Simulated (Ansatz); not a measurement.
# Te (bcc type): the cost of one run

Method: DFT, LDA, all-electron LAPW, scalar-relativistic, in Ansatz 0.2.0.

### Step 1. The system as given

The structure is cubic, space group Im-3m (No. 229). Conventional cell: a = 2.800 Å, b = 2.800 Å, c = 2.800 Å, α = 90.00°, β = 90.00°, γ = 90.00°. Te (site symmetry m-3m) has 8 Te at 2.42 Å in its first shell of neighbours.

Structure file:

```xyz
1
Lattice="-1.4001 1.4001 1.4001 1.4001 -1.4001 1.4001 1.4001 1.4001 -1.4001" Properties=species:S:1:pos:R:3 pbc="T T T"
Te    0.0000    0.0000    0.0000
```

### Step 2. Bcc relaxed under pressure, LAPW

input.yaml

```yaml
crystal:
  lattice:
    - [-1.400070227, 1.400070227, 1.400070227]
    - [1.400070227, -1.400070227, 1.400070227]
    - [1.400070227, 1.400070227, -1.400070227]
  atoms:
    - { symbol: Te, position: [0.0, 0.0, 0.0] }
kpoints:
  mp_grid: { grid: [19, 19, 19] }
scf:
  occupations: { method: fermi_dirac, width: 0.05 }
hamiltonian:
  xc: lda
  pseudopotentials: { kind: all_electron, lapw: { basis_error: 0.0005 } }
output:
  forces: true
  stress: true
  eigenvalues: true
relax:
  f_tol: 0.005
  max_steps: 12
  cell: { p_target: 450.0, stress_tol: 0.225 }
```

The run is started by

```bash
$ ansatz run input.yaml --threads 1 --pin off --max-ram 3584MiB --backend cpu --events-out ev --progress --plain --runs-dir out
```

What time and memory should one allow on 1 thread of Intel Xeon 6975P-C (Granite Rapids), shared host?

About 31 s, with a peak of 0.56 GiB.
